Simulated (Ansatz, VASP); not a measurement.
## One calculation of BaS, two programs

```xyz
2
Lattice="0.0000 3.0786 3.0786 3.0786 0.0000 3.0786 3.0786 3.0786 0.0000" Properties=species:S:1:pos:R:3 pbc="T T T"
Ba    0.0000    0.0000    0.0000
S     3.0786    3.0786    3.0786
```

Alike in both runs: task single point; functional PBE; k mesh 8 × 8 × 8; occupations gaussian, width 0.02 eV; no spin polarisation.

|  | VASP | Ansatz |
| --- | --- | --- |
| version | VASP 6.6.1 | Ansatz 0.2.0 |
| potentials or method | VASP PAW PBE potentials, release 64 (Ba_sv, S) | scalar-relativistic, plane waves, PAW |
| plane-wave cutoff (eV) | 520 | 420 |
| valence electrons in the cell | 16 | 16 |

|  | VASP | Ansatz | Ansatz less VASP |
| --- | --- | --- | --- |
| gap on the k mesh at the Fermi level (eV) | 1.88 | 2.01 | +0.127 |
| least direct gap on the mesh (eV) | 1.94 | 2.03 | +0.084 |
| pressure (GPa) | 8.1 | 7.2 | -0.90 |

Caveats: spin-orbit coupling is left out, which moves the levels of the heavy elements. A k mesh can miss the band edges.
